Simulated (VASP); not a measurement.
MnS, 2 atoms in the cell. Symmetry: F-43m, No. 216, cubic system. The conventional cell has a = 5.505 Å, b = 5.505 Å, c = 5.505 Å, α = 90.00°, β = 90.00°, γ = 90.00°. Around Mn (site symmetry -43m) lie 4 S at 2.38 Å. Around S (site symmetry -43m) lie 4 Mn at 2.38 Å.  The cell isn't the ideal one: volume scaled by 0.95, PAW files.

| Quantity | Value |
| --- | --- |
| Program | VASP 6.6.1 |
| Task | electric field gradients |
| Functional | PBE |
| Potentials or basis | VASP PAW PBE potentials, release 64 (Mn_pv, S) |
| Cutoff | 520 eV |
| k mesh | 10 × 10 × 10 |
| Occupations | fermi-dirac, width 0.05 eV |
| Spin | collinear spin, typed start |
| Starting moments | [4.0, 0.0] μB |
| Dipole correction | no |
| Further INCAR settings | ALGO = Normal; EDIFF = 1e-08; NBANDS = 20 |

Potentials or basis: VASP PAW PBE potentials, release 64 (Mn_pv, S).

Launch:

```bash
$ cat potpaw_PBE.64/Mn_pv/POTCAR potpaw_PBE.64/S/POTCAR > POTCAR
$ mpirun -np 1 vasp_std > vasp.out
```

Hardware: 1 thread of Intel(R) Xeon(R) 6975P-C (Granite Rapids) (shared host).

Task: How long does it take, and how much memory?

Result: Run time: 48 s on 1 thread of Intel(R) Xeon(R) 6975P-C (Granite Rapids), on a shared host, peak memory 0.22 GiB. Counts: scf iterations 20, k points 47.
